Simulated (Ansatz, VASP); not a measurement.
## Na4HF3: VASP beside Ansatz

```
Na H F
1.0
     4.72718    0.00000    0.00000
     0.00000    4.72718    0.00000
     0.00000    0.00000    4.72718
Na H F
4 1 3
Direct
  0.00000 0.00000 0.00000
  0.50000 0.50000 0.00000
  0.50000 0.00000 0.50000
  0.00000 0.50000 0.50000
  0.50000 0.50000 0.50000
  0.00000 0.00000 0.50000
  0.00000 0.50000 0.00000
  0.50000 0.00000 0.00000
```

Alike in both runs: functional PBE; k mesh 6 × 6 × 6; no spin polarisation.

Ansatz relaxed the structure, and its values are those at the end. VASP's run is a single point on that final structure, the one shown.

|  | VASP | Ansatz |
| --- | --- | --- |
| version | VASP 6.6.1 | Ansatz 0.2.0 |
| potentials or method | VASP PAW PBE potentials, release 64 (Na_pv, H, F) | scalar-relativistic, plane waves, PAW |
| plane-wave cutoff (eV) | 520 | 420 |
| occupations | gaussian, width 0.01 eV | fixed |
| valence electrons in the cell | 50 | 58 |

```tsv
	VASP	Ansatz	Ansatz less VASP
gap on the k mesh at the Fermi level (eV)	5.15	5.16	+0.004
least direct gap on the mesh (eV)	5.31	5.32	+0.002
pressure (GPa)	-0.1	0.0	+0.14
```

The two sets of potentials don't hold the same shells in valence.

A k mesh can miss the band edges.
